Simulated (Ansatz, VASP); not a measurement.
# Si: VASP beside Ansatz

File INCAR:

```
SYSTEM = Si
PREC     = Accurate       ! precision mode
ENCUT    = 520            ! plane-wave cutoff, eV
EDIFF    = 1E-6           ! SCF threshold, eV
ISMEAR   = 1              ! smearing method
SIGMA    = 0.0229         ! smearing width, eV
LREAL    = .False.        ! projectors in reciprocal space
LASPH    = .True.         ! aspherical terms in the spheres
NELM     = 100            ! most SCF steps
ALGO     = Normal         ! electronic algorithm
ISIF     = 2              ! what is computed and relaxed
LWAVE    = .False.        ! write WAVECAR
LCHARG   = .False.        ! write CHGCAR
GGA      = PE             ! functional
NBANDS   = 16             ! bands
```

File KPOINTS:

```
regular mesh
0
Gamma
  7 7 6
  0 0 0
```

Contents of POSCAR:

```
Si
1.0
    2.1556240000      3.6485290000      0.0000000000
    2.1556240000     -3.6485290000      0.0000000000
    0.0000000000      0.0000000000     -4.3055200000
Si
4
Direct
    0.1525000000      0.8475000000      0.9215000000
    0.3475000000      0.6525000000      0.4215000000
    0.8475000000      0.1525000000      0.0785000000
    0.6525000000      0.3475000000      0.5785000000
```

Input for Ansatz:

```yaml
crystal:
  lattice:
    - [2.155624, 3.648529, 0.0]
    - [2.155624, -3.648529, 0.0]
    - [0.0, 0.0, -4.30552]
  atoms:
    - { symbol: Si, position: [0.1525, 0.8475, 0.9215] }
    - { symbol: Si, position: [0.3475, 0.6525, 0.4215] }
    - { symbol: Si, position: [0.8475, 0.1525, 0.0785] }
    - { symbol: Si, position: [0.6525, 0.3475, 0.5785] }
  symmetry: { tolerance: 0.0003 }
kpoints:
  mp_grid: { grid: [7, 7, 6], shift: [0, 0, 0] }
  band_path:
    path:
      - [0.0, 0.0, 0.0]
      - [0.5, -0.5, 0.0]
      - [0.66273292, -0.33726708, 0.0]
      - [0.33726708, 0.33726708, 0.0]
      - [0.0, 0.0, 0.0]
      - [0.0, 0.0, -0.5]
      - [0.33726708, 0.33726708, -0.5]
      - [0.66273292, -0.33726708, -0.5]
      - [0.5, -0.5, -0.5]
      - [0.5, -0.5, 0.0]
      - [0.0, 0.0, 0.0]
    npoints: 6
magnetization:
  spin_polarized: false
scf:
  occupations: { method: cold, width: 0.0229 }
  lower_state_search: "off"
  max_iter: 200
hamiltonian:
  pseudopotentials: { kind: paw }
  xc: pbe
basis:
  ecutwfc: 420
  fft_grid_basis: typed
output:
  forces: true
  stress: true
  eigenvalues: true
  bader: true
  populations: true
  elf: true
  write_potential: true
  volumetric_format: npy
  dos:
    e_range: [-12, 8]
    de: 0.05
    projected: { site_lists: { Si: [Si] } }
checkpoint:
  read: saved_state
```

Alike in both runs: task single point; functional PBE; k mesh 7 × 7 × 6; no spin polarisation.

```csv
,VASP,Ansatz
version,VASP 6.6.1,Ansatz 0.2.0
potentials or method,"VASP PAW PBE potentials, release 64 (Si)",PAW plane waves
plane-wave cutoff (eV),520,420
occupations,"methfessel-paxton of order 1, width 0.0229 eV","cold, width 0.0229 eV"
valence electrons in the cell,16,16
```

Ansatz gave:

```
pressure (GPa)                                  : 0.1
largest component of the traceless stress (GPa) : 4.77
rms of the force components (eV/Å)              : 0.646
```

Estimate VASP's values.

pressure (GPa): 0.1; largest component of the traceless stress (GPa): 4.69; rms of the force components (eV/Å): 0.645.

Atom by atom the forces differ by 0.003 eV/Å (rms over components).

Caveats: forces of over 1 eV/Å show positions far from the minimum, so gaps and moduli don't describe the material at rest.
